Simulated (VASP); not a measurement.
Wanted: the native input for a VASP 6.6.1 run.

```
Task                   : relaxation of cell and atoms
Functional             : r2SCAN
Dispersion             : D4
Potentials or basis    : VASP PAW PBE potentials, release 64 (Ba_sv, Ti_sv, O)
Cutoff                 : 600 eV
k mesh                 : 7 × 7 × 7
Occupations            : gaussian, width 0.05 eV
Spin                   : no spin polarisation
Further INCAR settings : ALGO = Normal; EDIFF = 1e-06; IBRION = 2; EDIFFG = -0.02; NSW = 40; ISIF = 3
```

The structure of BaTiO3 lies in POSCAR:

```
BaTiO3
1.0
    4.0060000000      0.0000000000      0.0000000000
    0.0000000000      4.0060000000      0.0000000000
    0.0000000000      0.0000000000      4.0060000000
Ba Ti O
1 1 3
Direct
    0.5000000000      0.5000000000      0.5000000000
    0.0000000000      0.0000000000      0.0000000000
    0.0000000000      0.0000000000      0.5000000000
    0.0000000000      0.5000000000      0.0000000000
    0.5000000000      0.0000000000      0.0000000000
```

The input as run:

INCAR

```
SYSTEM = BaTiO3
PREC = Accurate
ENCUT = 600
EDIFF = 1E-6
ISMEAR = 0
SIGMA = 0.05
LREAL = .False.
LASPH = .True.
NELM = 60
ALGO = Normal
ISIF = 3
LWAVE = .False.
LCHARG = .False.
METAGGA = R2SCAN
LMIXTAU = .True.
IVDW = 13
VDW_S6 = 1.0
VDW_S8 = 0.6018749
VDW_A1 = 0.51559235
VDW_A2 = 5.77342911
IBRION = 2
NSW = 40
EDIFFG = -0.02
```

KPOINTS

```
regular mesh
0
Gamma
  7 7 7
  0 0 0
```

Potentials or basis: VASP PAW PBE potentials, release 64 (Ba_sv, Ti_sv, O).

Command:

```sh
$ cat potpaw_PBE.64/Ba_sv/POTCAR potpaw_PBE.64/Ti_sv/POTCAR potpaw_PBE.64/O/POTCAR > POTCAR
$ mpirun -np 1 vasp_std > vasp.out
```

Results of the run:

```
Relaxed volume                         : 12.80 Å³/atom
Relaxed cell                           : a = 3.999 Å, b = 3.999 Å, c = 3.999 Å, α = 90.00°, β = 90.00°, γ = 90.00°
Space group after relaxing (to 0.05 Å) : Pm-3m (No. 221)
Energy gained by relaxing              : 0.2 meV/atom
Ionic steps                            : 3
Pressure after relaxing                : 0.0 GPa
Band gap on the k mesh                 : 2.20 eV, indirect (least direct gap 2.30 eV)
Dispersion energy per atom             : -0.080 eV
```

Caveat: the PAW data sets were made with another functional, which shifts forces and pressure a little; spin-orbit coupling is left out, which moves the levels of the heavy elements; an odd mesh through Γ misses points on the zone boundary, where band edges often lie.

It took 8.2 min on 1 thread of AMD EPYC 7R43 64-Core Processor (Zen 3), on a shared host, peak memory 0.18 GiB.
